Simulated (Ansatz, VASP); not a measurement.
# BAs: VASP beside Ansatz

Aim: how closely do two programs agree when they are given the same cell, functional and k mesh?

Method: plane waves, with VASP 6.6.1 beside it; single point at PBE, in Ansatz 0.2.0.

### Step 1. The structure

It takes space group F-43m (No. 216, cubic). The conventional cell has a = 4.777 Å, b = 4.777 Å, c = 4.777 Å, α = 90.00°, β = 90.00°, γ = 90.00°. Nearest to B lie 4 As at 2.07 Å. Nearest to As lie 4 B at 2.07 Å. Farther neighbours are not listed.

### Step 2. VASP: single point, PBE

A single point gives forces, pressure and levels at one fixed geometry, so differences don't come from the geometry; what else differs is listed under the comparison.

Lines of VASP's logs that name or quote its potential files are left out, and so is its time.

INCAR

```
SYSTEM = BAs
PREC = Accurate
ENCUT = 340
EDIFF = 1E-08
NELM = 100
ISMEAR = 0
SIGMA = 0.01
LREAL = .FALSE.
ALGO = Normal
GGA = PE
NBANDS = 10
LORBIT = 11
LWAVE = .TRUE.
LCHARG = .FALSE.
KPAR = 8
```

POSCAR

```
BAs
1.0
    0.0000000000      2.3885000000      2.3885000000
    2.3885000000      0.0000000000      2.3885000000
    2.3885000000      2.3885000000      0.0000000000
B As
1 1
Direct
    0.0000000000      0.0000000000      0.0000000000
    0.2500000000      0.2500000000      0.2500000000
```

KPOINTS

```
Automatic mesh
0
Gamma
8 8 8
0 0 0
```

PAW data sets: B_GW and As_GW (PBE family, release 64).

The run is started by

```
$ mpirun -np 8 vasp_std
```

Numbers of over 12 decimals in the logs are rounded to 6 here.

The program printed:

```text
[banner, memory and clock lines left out]
running    8 mpi-ranks, on    1 nodes
 distrk:  each k-point on    1 cores,    8 groups
 distr:  one band on    1 cores,    1 groups

 POSCAR found type information on POSCAR B As
 POSCAR found :  2 types and       2 ions
|                                                                             |
|           W    W    AA    RRRRR   N    N  II  N    N   GGGG   !!!           |
|           W    W   A  A   R    R  NN   N  II  NN   N  G    G  !!!           |
|           W    W  A    A  R    R  N N  N  II  N N  N  G       !!!           |
|           W WW W  AAAAAA  RRRRR   N  N N  II  N  N N  G  GGG   !            |
|           WW  WW  A    A  R   R   N   NN  II  N   NN  G    G                |
|           W    W  A    A  R    R  N    N  II  N    N   GGGG   !!!           |
|                                                                             |
|     For optimal performance we recommend to set                             |
|       NCORE = 2 up to number-of-cores-per-socket                            |
|     NCORE specifies how many cores store one orbital (NPAR=cpu/NCORE).      |
|     This setting can greatly improve the performance of VASP for DFT.       |
|     The default, NCORE=1 might be grossly inefficient on modern             |
|     multi-core architectures or massively parallel machines. Do your        |
|     Unfortunately you need to use the default for GW and RPA                |
|     calculations (for HF NCORE is supported but not extensively tested      |
|     yet).                                                                   |
|                                                                             |

 LDA part: xc-table for (Slater+PW92), standard interpolation
 POSCAR, INCAR and KPOINTS ok, starting setup
 FFT: planning ... GRIDC
 FFT: planning ... GRID_SOFT
 FFT: planning ... GRID
 WAVECAR not read
 entering main loop
       N       E                     dE             d eps       ncg     rms          rms(c)
DAV:   1     0.711319146609E+01    0.71132E+01   -0.32629E+03   580   0.578E+02
DAV:   2    -0.115611201819E+02   -0.18674E+02   -0.17792E+02   822   0.100E+02
DAV:   3    -0.120588244478E+02   -0.49770E+00   -0.49724E+00   734   0.152E+01
DAV:   4    -0.120623650886E+02   -0.35406E-02   -0.35401E-02   776   0.144E+00
DAV:   5    -0.120623980402E+02   -0.32952E-04   -0.32951E-04   726   0.118E-01    0.401E+00
DAV:   6    -0.114633943120E+02    0.59900E+00   -0.17745E+00   884   0.690E+00    0.169E+00
DAV:   7    -0.114050748826E+02    0.58319E-01   -0.17486E-01   750   0.230E+00    0.734E-01
DAV:   8    -0.113978443159E+02    0.72306E-02   -0.19745E-02   672   0.898E-01    0.762E-02
DAV:   9    -0.113982026000E+02   -0.35828E-03   -0.60473E-04   714   0.163E-01    0.417E-02
DAV:  10    -0.113983357884E+02   -0.13319E-03   -0.20106E-04   666   0.983E-02    0.860E-03
DAV:  11    -0.113983348228E+02    0.96552E-06   -0.75154E-06   708   0.159E-02    0.418E-03
DAV:  12    -0.113983353495E+02   -0.52664E-06   -0.20966E-06   660   0.995E-03    0.634E-04
DAV:  13    -0.113983353342E+02    0.15281E-07   -0.63666E-08   722   0.176E-03    0.306E-04
DAV:  14    -0.113983354625E+02   -0.12829E-06   -0.11945E-08   528   0.585E-04    0.732E-05
DAV:  15    -0.113983354508E+02    0.11668E-07   -0.15937E-09   406   0.260E-04    0.336E-05
DAV:  16    -0.113983354342E+02    0.16588E-07   -0.22176E-10   386   0.119E-04    0.592E-06
DAV:  17    -0.113983354326E+02    0.16326E-08   -0.20449E-11   374   0.414E-05
   1 F= -.11398335E+02 E0= -.11398335E+02  d E =-.940602E-59
 writing wavefunctions
```

OUTCAR, selected parts (step 2):

```text
ion  position               nearest neighbor table
   1  0.000  0.000  0.000-   2 2.07   2 2.07   2 2.07   2 2.07
   2  0.250  0.250  0.250-   1 2.07   1 2.07   1 2.07   1 2.07

  LATTYP: Found a face centered cubic cell.
 ALAT       =     4.7770000000

 Subroutine GETGRP returns: Found 24 space group operations
 (whereof 24 operations were pure point group operations)

The static configuration has the point symmetry T_d .

 Found     29 irreducible k-points:

   k-points           NKPTS =     29   k-points in BZ     NKDIM =     29   number of bands    NBANDS=     10

   dimension x,y,z NGX =    20 NGY =   20 NGZ =   20
   dimension x,y,z NGXF=    40 NGYF=   40 NGZF=   40

   ENCUT  =  340.0 eV  24.99 Ry    5.00 a.u.   5.08  5.08  5.08*2*pi/ulx,y,z

   NELECT =       8.0000    total number of electrons

 k-points in reciprocal lattice and weights: Automatic mesh
   0.00000000  0.00000000  0.00000000       0.002
   0.12500000  0.00000000  0.00000000       0.016
   0.25000000  0.00000000  0.00000000       0.016
   0.37500000  0.00000000  0.00000000       0.016
   0.50000000  0.00000000  0.00000000       0.008
   0.12500000  0.12500000  0.00000000       0.012
   0.25000000  0.12500000  0.00000000       0.047
   0.37500000  0.12500000  0.00000000       0.047
   0.50000000  0.12500000  0.00000000       0.047
[...]
-0.37500000  0.50000000  0.12500000       0.023
  -0.25000000  0.50000000  0.25000000       0.012

 average (electrostatic) potential at core
       1 -26.7543       2 -48.7467

 E-fermi :   6.2811

 k-point     1 :       0.0000    0.0000    0.0000
  band No.  band energies     occupation
      1      -9.2402      2.00000
      2       6.1690      2.00000
      3       6.1690      2.00000
      4       6.1690      2.00000
      5       9.4374      0.00000
      6       9.4374      0.00000
      7       9.4374      0.00000
      8      10.8235      0.00000
      9      15.7336      0.00000
    ...

 k-point     2 :       0.1250    0.0000    0.0000
  band No.  band energies     occupation
      1      -8.9839      2.00000
      2       4.2015      2.00000
      3       5.7302      2.00000
      4       5.7302      2.00000
      5       9.5496      0.00000
      6      10.0145      0.00000
      7      10.0145      0.00000
      8      12.1074      0.00000
      9      16.6809      0.00000
    ...

 k-point     3 :       0.2500    0.0000    0.0000
  band No.  band energies     occupation
      1      -8.2379      2.00000
      2       1.2261      2.00000
      3       5.0193      2.00000
      4       5.0193      2.00000
      5       9.2179      0.00000
      6      10.8132      0.00000
      7      10.8132      0.00000
      8      14.0556      0.00000
      9      17.3951      0.00000
    ...

  Total        0.4924171      0.4924171      0.4924171     -0.0000000      0.0000000     -0.0000000
  in kB       28.9492950     28.9492950     28.9492950     -0.0000000      0.0000000     -0.0000000
  external PRESSURE =      28.9492950 kB  Pullay stress =       0.0000000 kB

  energy-cutoff  :      340.00
  volume of cell :       27.25
      direct lattice vectors                 reciprocal lattice vectors
     0.000000000  2.388500000  2.388500000    -0.209336404  0.209336404  0.209336404
     2.388500000  0.000000000  2.388500000     0.209336404 -0.209336404  0.209336404
     2.388500000  2.388500000  0.000000000     0.209336404  0.209336404 -0.209336404

 POSITION                                       TOTAL-FORCE (eV/Angst)
 -----------------------------------------------------------------------------------
      0.00000      0.00000      0.00000         0.000000      0.000000      0.000000
      1.19425      1.19425      1.19425        -0.000000     -0.000000     -0.000000
 -----------------------------------------------------------------------------------
    total drift:                                0.000001      0.000001      0.000000

  FREE ENERGIE OF THE ION-ELECTRON SYSTEM (eV)
  ---------------------------------------------------
  free  energy   TOTEN  =       -11.3983354326 eV

  energy  without entropy=      -11.3983354326  energy(sigma->0) =      -11.39833543

 total charge
# of ion       s       p       d       tot
------------------------------------------
    1        0.637   1.122   0.000   1.759
    2        1.152   1.624   0.088   2.864
--------------------------------------------------
tot          1.789   2.746   0.088   4.623

[... 3 further parts left out ...]
```

The run ends at a pressure of 2.89 GPa.

### Step 3. Ansatz: single point, PBE

Ansatz runs on its default PAW (the set named soft_2) files.

The same cell, functional, mesh and smearing now go to Ansatz, which takes its cutoff from its data sets.

input.yaml

```yaml
crystal:
  lattice:
    - [0.0, 2.3885, 2.3885]
    - [2.3885, 0.0, 2.3885]
    - [2.3885, 2.3885, 0.0]
  atoms:
    - { symbol: B, position: [0.0, 0.0, 0.0] }
    - { symbol: As, position: [0.25, 0.25, 0.25] }
hamiltonian:
  xc: pbe
  pseudopotentials: { kind: paw }
kpoints:
  mp_grid: { grid: [8, 8, 8] }
scf:
  occupations: { method: gaussian, width: 0.01 }
  n_extra_bands: 4
output:
  forces: true
  stress: true
  eigenvalues: true
```

The run is started by

```
$ ansatz run input.yaml --threads 2 --pin off --max-ram 4608MiB --backend cpu --events-out ev --progress --plain --runs-dir out
```

The program printed:

```text
scf.n_extra_bands = 4 over 9 filled bands (N_el = 18.0): the run solves 13 bands
Engine: ansatz 0.2.0, aarch64-unknown-linux-gnu
Pseudopotentials: kind: paw
Pseudopotential: B, paw, valence charge 3, recommended cutoff 420 eV (normal), B.paw.azcp
Pseudopotential: As, paw, valence charge 15, recommended cutoff 420 eV (normal), As.paw.azcp
Functional definition: PBE
  parameter kappa = 0.804
  parameter beta = 0.066725
  exchange = pbe_x(kappa = kappa, mu = beta*pi^2/3)
  correlation = pbe_c(beta = beta)
Crystal: 2 atoms, lattice volume = 27.252 Å³
Basis set: ecut = 420 eV, 531 PW (Γ), exchange–correlation on 48×48×48 points (8 copies of the dense FFT grid, shifted against one another)
Bands: 13, of which v1, the nominal top of the filled ones, is band 9 counted from 1 (8 counted from 0)
Symmetry: 24 space group operations
Space group: F-43m (ITA 216), of the structure as read, at distance tolerance 3.0e-5 Å
k-points: 29 of 512 (time reversal used)
Non-local potential: B, projectors of the file, l = 0: 2, l = 1: 2, l = 2: 1
Non-local potential: As, projectors of the file, l = 0: 2, l = 1: 2, l = 2: 3, l = 3: 1
PAW form: soft (Blöchl's): semilocal exchange-correlation on the pseudo side does not see the compensation charge
PAW one-centre angular grid: B, 110 points (default); XC on 64 Gauss nodes
PAW one-centre angular grid: As, 590 points (default); XC on 64 Gauss nodes
Initial density: superposition of atomic densities (neutral atoms: chi_scale 0, normalization atom), corrected by the library's trained network
Initial wavefunctions: pseudopotential atomic-orbital guess
Functional: x = pbe(κ = 0.804, μ = 0.219515), c = pbe(β = 0.066725)
SCF iter   1: F=—  HF=-5012.097900 eV  |F-HF|=—  |Δ(HF+E_count)|=         —  Δρ=7.90e-4  dr2=9.76e-5  ethr=1.77e-3  ⟨swp⟩=6.0  Hψ=2088  notcnv=0
preconditioner: auto → none  [insulator: Δε(μ)=1.198 eV  Ē_g=12.415 eV  σ=0.010 eV  W_gap=1.00  n_scr=8 (ndim 8)  ℏωp=20.1 eV  f_vac=0.001  D(μ)=0.00/eV (n_scr^D=0)  ε∞_Penn≈3.6]
SCF iter   2: F=—  HF=-5012.098048 eV  |F-HF|=—  |Δ(HF+E_count)|=   1.49e-4  Δρ=4.52e-4  dr2=3.19e-5  ethr=5.42e-7  ⟨swp⟩=2.9  Hψ=1067  notcnv=0
SCF iter   3: F=—  HF=-5012.098073 eV  |F-HF|=—  |Δ(HF+E_count)|=   2.52e-5  Δρ=2.44e-4  dr2=5.84e-6  ethr=1.77e-7  ⟨swp⟩=2.1  Hψ=615  notcnv=0
SCF iter   4: F=—  HF=-5012.098095 eV  |F-HF|=—  |Δ(HF+E_count)|=   2.13e-5  Δρ=4.99e-5  dr2=5.88e-7  ethr=3.24e-8  ⟨swp⟩=2.9  Hψ=633  notcnv=0
iter 5 did not close the SCF: its close was put off for the readings that it lacked (scf_convergence_deferred on its scf_iter line)
SCF iter   5: F=-5012.098095 eV  HF=-5012.098095 eV  |F-HF|=6.16e-8  |Δ(HF+E_count)|=   4.03e-7  Δρ=2.01e-5  dr2=9.83e-8  ethr=3.27e-9  ⟨swp⟩=2.8  Hψ=632  notcnv=0
SCF iter   6: F=-5012.098095 eV  HF=-5012.098095 eV  |F-HF|=1.06e-8  |Δ(HF+E_count)|=   7.05e-9  Δρ=6.24e-6  dr2=7.32e-9  ethr=5.46e-10  ⟨swp⟩=2.6  Hψ=1255  notcnv=0
SCF 1 converged in 6 iterations: F = -5012.098095 eV  dr2 = 7.32e-9
  greatest PAW one-centre occupation: 0.999 electrons in one spin orbital (limit 2), on the As atom at site 1 (counted from 0), in its partial waves of l = 2
SCF converged after 6 iterations
Free energy (F): -5012.098095 eV
Harris-Foulkes:  -5012.098095 eV  (|F-HF|=1.06e-8)
Internal energy: -5012.098095 eV  (E = F + TS)
E sigma→0 (E₀):  -5012.098095 eV
Fermi energy:    11.725262 eV
--- Per-component energies (eV) ---
  E_band       = -210.270895
  E_kinetic    = 152.093823
  E_local      = -1693.941084  (includes V_loc(G=0)·N_el)
  E_nonlocal   = -657.797318
  E_hartree    = 940.052888
  E_xc         = -111.431790
  E_vxc        = -117.663808  (∫ρ·V_xc dr)
  E_paw        = -1915.299623  (= ΣΔE_a)
  E_vpaw       = 226.935042  (= ΣTr[D̂ρ^β])
  E_aug_tail   = 0.000007  (compensation charges beyond the density's cutoff)
  E_ewald      = -1725.774997
  E_smearing   = -0.000000  (= −TS)
  E_closure    = 0.000000  (closes the sum)
  Σ components = -5012.098095   (vs F -5012.098095, Δ=0.00e0)
--- Forces (eV/Å), atoms counted from 1 ---
  atom   1  B      0.00000000    -0.00000000     0.00000000
  atom   2  As    -0.00000000    -0.00000000     0.00000000
  max |Σ_I F_I| component: 4.80e-16 eV/Å
--- Stress (GPa, compression-positive) ---
        2.769253       0.000000      -0.000000
        0.000000       2.769253       0.000000
       -0.000000       0.000000       2.769253
  P = ⅓ Tr σ = 2.7693 GPa (27.693 kbar)
--- Band table (eV; the first three rows and the last of 29) ---
  k-point 0: bands = [... 5 lower, -4.2770, 11.1267, 11.1267, 11.1267, 14.4073, 14.4073, 14.4073, 15.8002]
  k-point 1: bands = [... 5 lower, -4.0209, 9.1629, 10.6890, 10.6890, 14.5218, 14.9846, 14.9846, 17.0810]
  k-point 2: bands = [... 5 lower, -3.2753, 6.1921, 9.9790, 9.9790, 14.1912, 15.7861, 15.7861, 19.0311]
  k-point 28: bands = [... 5 lower, 0.0640, 3.0745, 5.6456, 5.9402, 16.3925, 17.0683, 17.9428, 18.1740]
```

Run time: 1.2 s. Hardware: 2 threads of Arm Neoverse N1, shared host; peak memory 0.27 GiB.

In the SCF lines HF is the Harris–Foulkes energy and dr2 the Hartree energy of the density residual, in eV; the loop may stop once dr2 is under the threshold and the program's other checks hold. Hψ counts applications of the Hamiltonian.

The run ends at a pressure of 2.77 GPa.

### Step 4. Comparison

Known differences besides the potentials themselves: the data sets hold 18 valence electrons in Ansatz (default PAW (the set named soft_2) files) and 8 in VASP; the cutoff is 420 eV in Ansatz and 340 eV in VASP; VASP leaves aspherical gradient terms in its spheres out (LASPH is not set), Ansatz keeps them. Total energies have different zeros and are not compared.

Compared:

| quantity | Ansatz | VASP | difference |
| --- | --- | --- | --- |
| gap on the k mesh (eV) | 1.197 | 1.181 | +0.016 |

Not compared: the pressure (VASP's GW data sets at this cutoff don't carry it). A gap on the mesh is an upper bound, since the band edges may lie between its points.

### Step 5. Outcome

```json
{"difference in gap on the k mesh (single point, PBE)": "0.016 eV"}
```

What this shows: The difference in gap on the k mesh is 0.016 eV (single point, PBE), within the 0.08 eV picked in this series as the mark of a large difference. Such differences can come from data sets, numerical settings and the points named under the comparisons, not from the functional's error against experiment.

[Lines on the potential files, build, host, timing and source positions are cut from VASP's logs without a mark.]

[Logs are printed without paths, hosts, clocks, repeated set-up lines and the standing remarks that a program may print on its own settings, such as how far it seeks lower states.]

[Hosts, paths, dates, database ids (printed as entryN), source tags and the programs' standing remarks are cut or masked in the printed files.]
